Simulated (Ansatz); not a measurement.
# BeSe: relaxation

Aim: relax the structure. Runs: cell and atoms relaxed (PAW); cell relaxed at -2 GPa (PAW); cell relaxed at 2 GPa (PAW); cell relaxed at 4 GPa (PAW); cell relaxed at 7 GPa (PAW); cell relaxed at 10 GPa (PAW); cell relaxed at 15 GPa (PAW).

Computed with Ansatz 0.2.0 (DFT PBEsol, frozen-core PAW, scalar-relativistic unless said, unless a step's input says otherwise).

7 further runs of the same task are left out: 7 set aside as unsound or not needed.

## Step 1: The starting structure

It takes space group F-43m (No. 216, cubic). Conventional cell: a = 5.070 Å, b = 5.070 Å, c = 5.070 Å, α = 90.00°, β = 90.00°, γ = 90.00°. Be (site symmetry -43m) is surrounded by 4 Se at 2.20 Å. Se (site symmetry -43m) is surrounded by 4 Be at 2.20 Å.

As a file:

```
Be Se
1.0
     2.53500    2.53500    0.00000
    -2.53500    2.53500    0.00000
     0.00000    2.53500    2.53500
Be Se
1 1
Direct
  0.00000 0.00000 0.00000
  0.75000 0.25000 0.50000
```

Cartesian axes are those of the input's lattice vectors. The structure goes back to a database entry.

## Step 2: Cell and atoms relaxed, PAW

File input.yaml:

```yaml
crystal:
  lattice:
    - [2.535, 2.535, 0.0]
    - [-2.535, 2.535, 0.0]
    - [0.0, 2.535, 2.535]
  atoms:
    - { symbol: Be, position: [0.0, 0.0, 0.0] }
    - { symbol: Se, position: [0.75, 0.25, 0.5] }
kpoints:
  mp_grid: { grid: [12, 12, 12] }
scf:
  occupations: { method: fermi_dirac, width: 0.08 }
hamiltonian:
  xc: pbesol
  pseudopotentials: { kind: paw }
relax:
  f_tol: 0.002
  max_steps: 80
  cell: {}
output:
  forces: true
  stress: true
```

The run is started by

```bash
$ ansatz run input.yaml --threads 1 --pin off --max-ram 3072MiB --backend cpu --events-out ev --progress --plain --runs-dir out
```

## Step 3: Cell relaxed at -2 GPa, PAW

File input.yaml:

```yaml
crystal:
  lattice:
    - [2.56405374859, 2.56405374859, 0.0]
    - [-2.56405374859, 2.56405374859, 0.0]
    - [0.0, 2.56405374859, 2.56405374859]
  atoms:
    - { symbol: Be, position: [0.0, 0.0, 0.0] }
    - { symbol: Se, position: [0.75, 0.25, 0.5] }
kpoints:
  mp_grid: { grid: [8, 8, 8] }
scf:
  occupations: { method: fixed }
hamiltonian:
  xc: pbesol
  pseudopotentials: { kind: paw }
relax:
  f_tol: 0.002
  max_steps: 80
  cell: { p_target: -2 }
output:
  forces: true
  stress: true
```

## Step 4: Cell relaxed at 2 GPa, PAW

Changes to input.yaml since step 3:

```diff
@@ -18,3 +18,3 @@
   max_steps: 80
-  cell: { p_target: -2 }
+  cell: { p_target: 2 }
 output:
@@ -22 +22,5 @@
   stress: true
+  write_density: true
+  write_potential: true
+  elf: true
+  volumetric_format: npy
```

## Step 5: Cell relaxed at 4 GPa, PAW

Changes to input.yaml since step 4:

```diff
@@ -18,3 +18,3 @@
   max_steps: 80
-  cell: { p_target: 2 }
+  cell: { p_target: 4 }
 output:
@@ -22,5 +22 @@
   stress: true
-  write_density: true
-  write_potential: true
-  elf: true
-  volumetric_format: npy
```

## Step 6: Cell relaxed at 7 GPa, PAW

Changes to input.yaml since step 5:

```diff
@@ -18,3 +18,3 @@
   max_steps: 80
-  cell: { p_target: 4 }
+  cell: { p_target: 7 }
 output:
```

## Step 7: Cell relaxed at 10 GPa, PAW

Changes to input.yaml since step 6:

```diff
@@ -18,3 +18,3 @@
   max_steps: 80
-  cell: { p_target: 7 }
+  cell: { p_target: 10 }
 output:
```

## Step 8: Cell relaxed at 15 GPa, PAW

Changes to input.yaml since step 7:

```diff
@@ -18,3 +18,3 @@
   max_steps: 80
-  cell: { p_target: 10 }
+  cell: { p_target: 15 }
 output:
```

Before running it: what results should come out? Wanted: cell; volume.

As calculated:

```
quantity                                                                      value
    cell  a = 3.626 Å, b = 3.626 Å, c = 3.626 Å, α = 60.00°, β = 60.00°, γ = 90.00°
  volume                                                             16.857 Å³/atom
```

In words: The volume changes by +3.5 %. Cautions: frozen-core PAW files fitted under PBE, their cores solved anew for the functional of the run; the listed cell is idealised, measured hot or off later refinements.
